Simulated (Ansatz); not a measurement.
The system is Mn.

```xyz
2
Lattice="2.4836 0.0000 0.0000 -1.2418 2.1509 0.0000 0.0000 0.0000 4.0262" Properties=species:S:1:pos:R:3 pbc="T T T"
Mn    0.0000    1.4339    1.0065
Mn    1.2418    0.7170    3.0196
```

This isn't the form of Mn at room conditions, which is a 58-atom cubic cell.

Base run:

| Item | Value |
| --- | --- |
| Program | Ansatz 0.2.0 |
| Functional | PBE |
| Potentials or basis | Ansatz PAW |
| Cutoff | 420 eV (not typed: the program's choice for these potentials) |
| k mesh | 12 × 12 × 7 |
| Occupations | fermi-dirac, width 0.05 eV |
| Spin | no spin polarisation |

Its results: band gap on the k mesh none (metal or under the smearing width); pressure -1.1 GPa.

Question: The run is repeated on the same cell with these changes: spin from no spin polarisation to collinear spin, antiferromagnetic start. What comes out?

Answer: Band gap on the k mesh none (metal or under the smearing width); pressure -0.7 GPa; net moment 0.00 μB per cell; site moments Mn +0.29, -0.29 μB.

Caveats: the moment fell far below its start of 4 μB, so a state of higher moment may lie lower in energy (some runs); the starting moments weren't kept (some runs).
